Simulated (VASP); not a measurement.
# P in VASP: relaxation of the atoms with PBEsol+D3(BJ)

Aim: the relaxation of the atoms of P with PBEsol+D3(BJ).

Everything below comes from runs of VASP 6.6.1. Logs are shortened: lines on timing, memory, paths and dates and some standing lists are left out, and cuts for length are marked.

## Step 1: The structure

The cell holds a slab with vacuum, 4 atoms: a = 3.227 Å, b = 4.564 Å, c = 23.564 Å, α = 90.00°, β = 90.00°, γ = 90.00°.

The cell was built by a generator and needn't be a form met in nature.

## Step 2: Relaxation of the atoms, PBEsol+D3(BJ)

The input, INCAR:

```
PREC = Accurate ; ENCUT = 520
EDIFF = 1E-7 ; ISMEAR = 0
SIGMA = 0.04 ; LREAL = False
LASPH = True ; NELM = 120
ALGO = Normal ; ISIF = 2
LWAVE = False ; LCHARG = False
LDIPOL = True ; IDIPOL = 3
DIPOL = 0.5 0.5 0.500 ; GGA = PS
IVDW = 12 ; IBRION = 2
NSW = 90 ; EDIFFG = -0.02
KPAR = 2
```

The input, KPOINTS:

```
Automatic mesh
0
Gamma
  12 9 1
```

The input, POSCAR:

```
P
1.0
    1.8633749200      2.6352100400      0.0000000000
   -3.7267498400      2.6352100400      0.0000000000
    0.0000000000      0.0000000000     23.5643390700
P
4
Direct
    0.5000000000      0.5900000000      0.4554411400
    0.0000000000      0.9100000000      0.4554411400
    0.0000000000      0.0900000000      0.5445588600
    0.5000000000      0.4100000000      0.5445588600
```

Potentials or basis: VASP PAW PBE potentials, release 64 (P).

Command:

```console
> cat potpaw_PBE.64/P/POTCAR > POTCAR
> mpirun -np 2 vasp_std > vasp.out
```

OUTCAR:

```text
PREC = Accurate
   ENCUT = 520
   EDIFF = 1E-7
   ISMEAR = 0
   LREAL = False
   LASPH = True
   NELM = 120
   ISIF = 2
   GGA = PS
   IVDW = 12
   IBRION = 2
   NSW = 90
   EDIFFG = -0.02
 IVDW          = 12

 ion  position               nearest neighbor table
   1  0.500  0.590  0.455-   2 2.18   2 2.18   4 2.25
   2  0.000  0.910  0.455-   1 2.18   1 2.18   3 2.25
   3  0.000  0.090  0.545-   4 2.18   4 2.18   2 2.25
   4  0.500  0.410  0.545-   3 2.18   3 2.18   1 2.25

  LATTYP: Found a simple orthorhombic cell.
 ALAT       =     3.2274599993
 B/A-ratio  =     1.4142135702
 C/A-ratio  =     7.3012025168

  Lattice vectors:

 A1 = (   1.8633749200,   2.6352100400,   0.0000000000)
 A2 = (  -3.7267498400,   2.6352100400,   0.0000000000)
 A3 = (   0.0000000000,   0.0000000000,  23.5643390700)

Analysis of symmetry for initial positions (statically):
=====================================================================
 Subroutine PRICEL returns:
 Original cell was already a primitive cell.

 Routine SETGRP: Setting up the symmetry group for a
 simple orthorhombic supercell.

 Subroutine GETGRP returns: Found  8 space group operations
 (whereof  4 operations were pure point group operations)
 out of a pool of  8 trial point group operations.

The static configuration has the point symmetry C_2h.
 The point group associated with its full space group is D_2h.

Analysis of symmetry for dynamics (positions and initial velocities):
=====================================================================
 Subroutine PRICEL returns:
 Original cell was already a primitive cell.

 Routine SETGRP: Setting up the symmetry group for a
 simple orthorhombic supercell.

 Subroutine GETGRP returns: Found  8 space group operations
 (whereof  4 operations were pure point group operations)
 out of a pool of  8 trial point group operations.

The dynamic configuration has the point symmetry C_2h.
 The point group associated with its full space group is D_2h.

 Subroutine INISYM returns: Found  8 space group operations
 (whereof  4 operations are pure point group operations),
 and found     1 'primitive' translations

----------------------------------------------------------------------------------------

                                     Primitive cell

  volume of cell :     347.1299

  direct lattice vectors                    reciprocal lattice vectors
     1.863374920  2.635210040  0.000000000     0.178886884  0.252984262  0.000000000
    -3.726749840  2.635210040  0.000000000    -0.178886884  0.126492131  0.000000000
     0.000000000  0.000000000 23.564339070     0.000000000  0.000000000  0.042437006

  length of vectors
     3.227459999  4.564317728 23.564339070     0.309841175  0.219090795  0.042437006

  position of ions in fractional coordinates (direct lattice)
     0.500000000  0.590000000  0.455441140
     0.000000000  0.910000000  0.455441140
     0.000000000  0.090000000  0.544558860
     0.500000000  0.410000000  0.544558860

  ion indices of the primitive-cell ions
   primitive index   ion index
                 1           1
                 2           2
                 3           3
                 4           4

----------------------------------------------------------------------------------------

 KPOINTS: Automatic mesh

Automatic generation of k-mesh.
 Grid dimensions read from file:
 generate k-points for:   12    9    1

 Generating k-lattice:

  Cartesian coordinates                     Fractional coordinates (reciprocal lattice)
     0.014907240  0.021082022  0.000000000     0.083333333  0.000000000  0.000000000
    -0.019876320  0.014054681  0.000000000     0.000000000  0.111111111  0.000000000
     0.000000000  0.000000000  0.042437006     0.000000000  0.000000000  1.000000000

  Length of vectors
     0.025820098  0.024343422  0.042437006

  Shift w.r.t. Gamma in fractional coordinates (k-lattice)
     0.000000000  0.000000000  0.000000000

 Subroutine IBZKPT returns following result:
 ===========================================

 Found     35 irreducible k-points:

 Following reciprocal coordinates:
            Coordinates               Weight
  0.000000  0.000000  0.000000      1.000000
  0.083333  0.000000  0.000000      2.000000
  0.166667  0.000000  0.000000      2.000000
  0.250000  0.000000  0.000000      2.000000
  0.333333  0.000000  0.000000      2.000000
  0.416667  0.000000  0.000000      2.000000
[... 16 lines left out ...]
  0.083333  0.333333  0.000000      4.000000
  0.166667  0.333333  0.000000      4.000000
 [... further k-points ...]
   k-points           NKPTS =     35   k-points in BZ     NKDIM =     35   number of bands    NBANDS=     14
   number of dos      NEDOS =    301   number of ions     NIONS =      4
   total plane-waves  NPLWV = 155520
   dimension x,y,z NGX =    24 NGY =   36 NGZ =  180
   dimension x,y,z NGXF=    48 NGYF=   72 NGZF=  360
   ions per type =               4
   NGX,Y,Z   is equivalent  to a cutoff of  12.36, 13.11, 12.70 a.u.
   NGXF,Y,Z  is equivalent  to a cutoff of  24.72, 26.22, 25.40 a.u.
 SYSTEM =  unknown system
   PREC   = accura    normal or accurate (medium, high low for compatibility)
   ISTART =      0    job   : 0-new  1-cont  2-samecut
   ICHARG =      2    charge: 1-file 2-atom 10-const
   ISPIN  =      1    spin polarized calculation?
   LNONCOLLINEAR =      F non collinear calculations
   LSORBIT =      F    spin-orbit coupling
   LASPH  =      T    aspherical Exc in radial PAW
   ENCUT  =  520.0 eV  38.22 Ry    6.18 a.u.   6.00  8.49 43.81*2*pi/ulx,y,z
   NELM   =    120;   NELMIN=  2; NELMDL= -5     # of ELM steps
   EDIFF  = 0.1E-06   stopping-criterion for ELM
   LREAL  =      F    real-space projection
   EDIFFG = -.2E-01   stopping-criterion for IOM
   NSW    =     90    number of steps for IOM
   IBRION =      2    ionic relax: 0-MD 1-quasi-New 2-CG
   NFREE  =      1    steps in history (QN), initial steepest desc. (CG)
   ISIF   =      2    stress and relaxation
   ISYM   =      2    0-nonsym 1-usesym 2-fastsym
   POTIM  = 0.5000    time-step for ionic-motion
   TEBEG  =    0.0;   TEEND  =   0.0 temperature during run
   PSTRESS=    0.0 pullay stress
   NELECT =      20.0000    total number of electrons
   NUPDOWN=      -1.0000    fix difference up-down
   EMIN   =  10.00;   EMAX   =-10.00  energy-range for DOS
   EFERMI =   0.00;   METHOD = LEGACY
   ISMEAR =     0;   SIGMA  =   0.04  broadening in eV -4-tet -1-fermi 0-gaus
   EFERMI_NEDOS =   21; number of points for ismear=-14 and -15
   IALGO  =     38    algorithm
   IMIX   =      4    mixing-type and parameters
     AMIX     =   0.40;   BMIX     =  1.00
     AMIX_MAG =   1.60;   BMIX_MAG =  1.00
  volume/ion in A,a.u.               =      86.78       585.64
  Fermi-wavevector in a.u.,A,eV,Ry     =   0.632297  1.194867  5.439595  0.399799
  Thomas-Fermi vector in A             =   1.695564
   LORBIT       =      0    0 simple, 1 ext, 2 COOP (PROOUT), +10 PAW based schemes
   GGA     = PS    functional components
   LHFCALC =     F    Hartree Fock is set to
   AEXX    =    0.0000 exact exchange contribution
   IVDW    =    12    specifies the selected vdW correction
   LEPSILON=     F    determine dielectric tensor
   LRPA    =     F    only Hartree local field effects (RPA)
 conjugate gradient relaxation of ions
 non-spin polarized calculation
 Gauss-broadening in eV      SIGMA  =   0.04
  energy-cutoff  :      520.00
  volume of cell :      347.13
 maximum number of plane-waves:      9416
   NGX = 13   NGY = 17   NGZ = 87

--------------------------------------- Ionic step        1  -------------------------------------------

 number of electron      20.0000000 magnetization

 Free energy of the ion-electron system (eV)
  ---------------------------------------------------
  ext. energy  EPLUGINS =         0.00000000
  ---------------------------------------------------
  free energy    TOTEN  =       -22.81721888 eV

  energy without entropy =      -22.81721888  energy(sigma->0) =      -22.81721888

------------------------ aborting loop because EDIFF is reached ----------------------------------------

 Edisp (eV)   -0.68847

 E8    (eV) :    -0.4273

  FORCE on cell =-STRESS in cart. coord.  units (eV):
  Direction    XX          YY          ZZ          XY          YZ          ZX
  --------------------------------------------------------------------------------------
  -------------------------------------------------------------------------------------
  Total       0.30803     0.60403    -0.34388     0.41862    -0.00000     0.00000
  in kB       1.42169     2.78792    -1.58716     1.93213    -0.00000     0.00000
  external pressure =        0.87 kB  Pullay stress =        0.00 kB
[... 65 lines left out ...]
  energy  without entropy=      -23.5181158078  energy(sigma->0) =      -23.51811581

--------------------------------------- Ionic step        3  -------------------------------------------

 number of electron      19.9999999 magnetization

 dipolmoment           0.000000      0.000000      0.000000 electrons x Angstroem

------------------------ aborting loop because EDIFF is reached ----------------------------------------

 Edisp (eV)   -0.68855

 E8    (eV) :    -0.4273

  FORCE on cell =-STRESS in cart. coord.  units (eV):
  Direction    XX          YY          ZZ          XY          YZ          ZX
  --------------------------------------------------------------------------------------
  -------------------------------------------------------------------------------------
  Total      -0.46963     0.02023     0.08031     0.69277     0.00000    -0.00000
  in kB      -2.16759     0.09337     0.37066     3.19748     0.00000    -0.00000
  external pressure =       -0.57 kB  Pullay stress =        0.00 kB
[... 23 lines left out ...]
  energy  without entropy=      -23.5186899747  energy(sigma->0) =      -23.51868997

--------------------------------------- Ionic step        4  -------------------------------------------

 number of electron      19.9999999 magnetization

 dipolmoment           0.000000      0.000000     -0.000000 electrons x Angstroem

 Free energy of the ion-electron system (eV)
  ---------------------------------------------------
  ext. energy  EPLUGINS =         0.00000000
  ---------------------------------------------------
  free energy    TOTEN  =       -22.83032952 eV

  energy without entropy =      -22.83032952  energy(sigma->0) =      -22.83032952

 E-fermi :  -2.4258     XC(G=0):  -2.6289

 val. band max:       -2.6201378679   @ k =   0.0833   0.0000   0.0000
 cond. band min:      -1.8442597253   @ k =   0.0000   0.0000   0.0000
 fundamental gap:      0.7758781426
 Fermi energy:        -2.4257652265

 k-point     1 :       0.0000    0.0000    0.0000
  band No.  band energies     occupation
      1     -17.8344      2.00000
      2     -15.2810      2.00000
      3     -11.8166      2.00000
      4      -8.4823      2.00000
      5      -7.3997      2.00000
      6      -7.2656      2.00000
      7      -5.7637      2.00000
      8      -4.4683      2.00000
      9      -4.1148      2.00000
     10      -2.6298      2.00000
     11      -1.8443      0.00000
     12      -0.8033      0.00000
     13       0.4053      0.00000
     14       0.9410      0.00000
[... 375 lines left out ...]
 k-point    24 :       0.1667    0.3333    0.0000
  band No.  band energies     occupation
      1     -16.9483      2.00000
      2     -15.6572      2.00000
      3     -11.6725      2.00000
      4     -10.0852      2.00000
      5      -7.4570      2.00000
      6      -6.6331      2.00000
      7      -6.1128      2.00000
      8      -4.8532      2.00000
      9      -4.4386      2.00000
     10      -3.5867      2.00000
     11       0.0363      0.00000
     12       0.3090      0.00000
     13       0.3977      0.00000
     14       1.7850      0.00000

 [... further k-points ...]

------------------------ aborting loop because EDIFF is reached ----------------------------------------

 vacuum level on the upper side and lower side of the slab       (xc-potential included)        -0.011        -0.011

 Edisp (eV)   -0.68843

 E8    (eV) :    -0.4273

  FORCE on cell =-STRESS in cart. coord.  units (eV):
  Direction    XX          YY          ZZ          XY          YZ          ZX
  --------------------------------------------------------------------------------------
  -------------------------------------------------------------------------------------
  Total      -0.49253     0.00311     0.01312     0.70094     0.00000     0.00000
  in kB      -2.27327     0.01436     0.06056     3.23520     0.00000     0.00000
  external pressure =       -0.73 kB  Pullay stress =        0.00 kB
[... 19 lines left out ...]
  FREE ENERGIE OF THE ION-ELECTRON SYSTEM (eV)
  ---------------------------------------------------
  free  energy   TOTEN  =       -23.5187591590 eV

  energy  without entropy=      -23.5187591590  energy(sigma->0) =      -23.51875916

 reached required accuracy - stopping structural energy minimisation

 vacuum level on the upper side and lower side of the slab         2.402         2.402
```

Wall time 2.7 min (2 MPI ranks of Intel Xeon Platinum 8488C (Sapphire Rapids), shared host); peak memory 0.48 GiB.

What came out:

```
Free energy                  : -23.5188 eV
Energy gained by relaxing    : 3.3 meV/atom
Ionic steps                  : 4
Largest force after relaxing : 0.007 eV/Å
Band gap on the k mesh       : 0.78 eV, indirect (least direct gap 0.79 eV)
Dispersion energy per atom   : -0.172 eV
```

Forces on the atoms (eV/Å):
```
P    0.002 -0.001 -0.007
P   -0.002  0.001 -0.007
P    0.002 -0.001  0.007
P   -0.002  0.001  0.007
```

Step by step:
```csv
step,energy change (eV),largest force (eV/Å),pressure (GPa)
1,0.0000,0.4064,0.09
2,-0.0124,0.0885,-0.08
3,-0.0130,0.0240,-0.06
4,-0.0131,0.0073,-0.07
```

Final structure:
```yaml
crystal:
  lattice:
    - [1.86337, 2.63521, 0.00000]
    - [-3.72675, 2.63521, 0.00000]
    - [0.00000, 0.00000, 23.56434]
  atoms:
    - { symbol: P, position: [0.50000, 0.58646, 0.45553] }
    - { symbol: P, position: [0.00000, 0.91354, 0.45553] }
    - { symbol: P, position: [0.00000, 0.08646, 0.54447] }
    - { symbol: P, position: [0.50000, 0.41354, 0.54447] }
```

Levels at points of the mesh, in eV from the valence-band top:
| k point | band 7 | band 8 | band 9 | band 10 | band 11 | band 12 | band 13 | band 14 |
| --- | --- | --- | --- | --- | --- | --- | --- | --- |
| (0.00, 0.00, 0.00) | -3.14 | -1.85 | -1.49 | -0.01 | 0.78 | 1.82 | 3.03 | 3.56 |
| (0.50, 0.00, 0.00) | -2.75 | -2.75 | -2.00 | -2.00 | 1.14 | 1.14 | 2.02 | 2.02 |

Caveat: the PAW data sets were made with another functional, which shifts forces and pressure a little. As with any semilocal functional, this PBEsol gap is likely too small.
